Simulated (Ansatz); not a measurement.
Si, DFT, PBE, all-electron LAPW, scalar-relativistic (Ansatz 0.2.0), run on 1 thread of AMD EPYC 7R43 64-Core Processor (Zen 3) on a shared host.

The structure is an experimental refinement, used without relaxation. The listed cell was then made from it by scaling, straining or moving an atom.

Command: `ansatz run input.yaml --threads 1 --pin off --max-ram 2048MiB --backend cpu --events-out ev --progress --plain --runs-dir out`

```yaml
crystal:
  lattice:
    - [0.0, 2.71547, 2.71547]
    - [2.71547, 0.0, 2.71547]
    - [2.71547, 2.71547, 0.0]
  atoms:
    - { symbol: Si, position: [0.5092065094, 0.5092065094, 0.4907934906] }
    - { symbol: Si, position: [0.75, 0.75, 0.75] }
kpoints:
  mp_grid: { grid: [11, 11, 11] }
scf:
  occupations: { method: fermi_dirac, width: 0.08 }
hamiltonian:
  xc: pbe
  pseudopotentials: { kind: all_electron, lapw: { basis_error: 0.00025 } }
output:
  forces: true
  stress: true
  eigenvalues: true
```

Q: How large is the problem that the program sets up?

A: 216 irreducible k-points, 411 plane waves at Γ, 16 bands.

Q: Estimate the wall time and the peak memory.

A: 27 s of wall time for 6 SCF iterations, with a peak of 0.54 GiB. Times on shared machines scatter by tens of per cent.

Q: And the same cell and mesh by PAW with the default files, asked for forces, stress, eigenvalues, efg, write_density, write_potential, elf, on the same hardware?

A: 5.7 s, peak memory 0.43 GiB.

Q: And the same cell and mesh by crystal-made all-electron datasets, asked for forces, stress, eigenvalues, efg, on the same hardware?

A: 8.6 s, peak memory 0.39 GiB.
